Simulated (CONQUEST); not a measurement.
# CsI under changes of volume

One of the cells (47.619 Å³/atom); the others are scaled copies at fixed shape and fractional positions:

```xyz
2
Lattice="4.5667 0.0000 0.0000 0.0000 4.5667 0.0000 0.0000 0.0000 4.5667" Properties=species:S:1:pos:R:3 pbc="T T T"
Cs    0.0000    0.0000    0.0000
I     2.2833    2.2833    2.2833
```

* Program: CONQUEST 1.3
* Functional: PBE
* Potentials or basis: PseudoDojo NC PBE, DZP, grid of 48 × 48 × 48 points
* k mesh: 6 × 6 × 6
* Occupations: fermi-dirac, width 0.05 eV
* Spin: no spin polarisation

```tsv
volume (Å³/atom)	energy over the lowest point (meV/atom)	pressure (GPa)	gap on the mesh (eV)
44.762	24.22	1.6	4.04
45.714	?	?	?
46.666	9.19	0.9	4.04
47.619	4.61	0.6	3.97
48.571	1.67	0.4	3.90
49.523	0.24	0.1	3.83
50.476	0.00	-0.1	3.77
```

**Question.** What does the run at 45.714 Å³/atom give?

**Answer.** Energy over the lowest point 15.69 meV/atom; pressure 1.3 GPa; gap on the mesh 4.07 eV.

Worked out: A Birch-Murnaghan fit of order 3 (a polynomial in V^(-2/3)) to the other rows has its minimum at 50.16 Å³/atom with B0 = V·E''(V) = 10.3 GPa and B' = 6.0. It gives 15.63 meV/atom at 45.714 Å³/atom, against the run's 15.69, and -dE/dV = 1.3 GPa, against 1.3. A parabola through the other rows of the gap, of slope -0.807 eV per unit of ln V there, gives 4.04 eV, against the run's 4.07.

Energies are extrapolated to zero smearing.

Caveats: spin-orbit coupling is left out, which moves the levels of the heavy elements; the basis of atomic orbitals isn't converged, which shifts pressures, moduli and gaps.

A mesh can miss the band edges.
